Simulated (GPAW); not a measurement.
TiO2:

```xyz
6
Lattice="4.5998 0.0000 0.0000 0.0000 4.5998 0.0000 0.0000 0.0000 2.9592" Properties=species:S:1:pos:R:3 pbc="T T T"
Ti    0.0000    0.0000    1.4796
Ti    2.2999    2.2999    0.0000
O     1.3998    1.3998    1.4796
O     3.2000    3.2000    1.4796
O     0.9001    3.6997    0.0000
O     3.6997    0.9001    0.0000
```

The cell is a database's computed one.

Base run:

| Quantity | Value |
| --- | --- |
| Program | GPAW 26.7.0 |
| Functional | BEEF-vdW |
| Potentials or basis | GPAW PAW data sets (gpaw-data 1.2.1) |
| Cutoff | 800 eV |
| Basis | pw |
| k mesh | 4 × 4 × 6 |
| Occupations | fermi-dirac, width 0.05 eV |
| Spin | no spin polarisation |

Its results: band gap on the k mesh 1.87 eV, direct; largest force 0.041 eV/Å.

Q: After a change of settings the same cell gave: band gap on the k mesh 2.25 eV, direct; largest force 0.008 eV/Å. Which change was it?
A. functional from BEEF-vdW to MS2
B. functional from BEEF-vdW to vdW-DF-cx; band points from 60 to 100
C. functional from BEEF-vdW to C09-vdW; band points from 60 to 100
D. functional from BEEF-vdW to LDA; potentials or basis from GPAW PAW data sets (gpaw-data 1.2.1) to the program's PAW data sets (release 1.2.1) made for this functional

A: A.

Caveats: the PAW data sets were made with another functional, which shifts forces and pressure a little.

Not every run made on this cell is shown here.
